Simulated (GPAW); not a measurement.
CdO (Monteponite):

```xyz
2
Lattice="0.0000 2.3495 2.3495 2.3495 0.0000 2.3495 2.3495 2.3495 0.0000" Properties=species:S:1:pos:R:3 pbc="T T T"
Cd    0.0000    0.0000    0.0000
O     2.3495    2.3495    2.3495
```

* Program: GPAW 26.7.0
* Task: relaxation of cell and atoms
* Functional: PBEsol
* Dispersion: D3(BJ)
* Potentials or basis: PAW data sets generated in the run's folder for this functional
* Cutoff: 800 eV
* Basis: pw
* k mesh: 10 × 10 × 10
* Occupations: fermi-dirac, width 0.05 eV
* Spin: no spin polarisation

At the start: pressure -4.5 GPa; volume 12.97 Å³/atom.

**Question.** How do energy, volume and symmetry change on relaxing?

**Answer.** Over 12 steps the energy falls by 5.5 meV/atom and the volume is 12.58 Å³/atom (-3.0 %); space group Fm-3m (No. 225, to 0.05 Å).

The path:
| step | energy change (eV) | largest force (eV/Å) | pressure (GPa) | volume (Å³) |
| --- | --- | --- | --- | --- |
| 1 | 0.0000 | 0.0000 | -4.52 | 25.94 |
| 2 | -0.0036 | 0.0000 | -3.78 | 25.80 |
| 3 | -0.0083 | 0.0000 | -2.36 | 25.54 |
| 4 | -0.0110 | 0.0000 | -0.43 | 25.21 |
| 5 | -0.0094 | 0.0000 | 1.70 | 24.88 |
| 6 | -0.0095 | 0.0000 | 1.62 | 24.89 |
| 7 | -0.0098 | 0.0000 | 1.46 | 24.91 |
| 8 | -0.0101 | 0.0000 | 1.24 | 24.95 |
| 9 | -0.0104 | 0.0000 | 0.95 | 24.99 |
| 10 | -0.0107 | 0.0000 | 0.63 | 25.04 |
| 11 | -0.0109 | 0.0000 | 0.27 | 25.10 |
| 12 | -0.0110 | 0.0000 | -0.09 | 25.16 |

Final structure:
```
Cd O
1.0
     0.00000    2.32563    2.32563
     2.32563    0.00000    2.32563
     2.32563    2.32563    0.00000
Cd O
1 1
Cartesian
  0.0000 0.0000 0.0000
  2.3256 2.3256 2.3256
```

Caveat: later steps reuse the first step's grids; pairwise dispersion overbinds metals, which lowers pressure and volume.
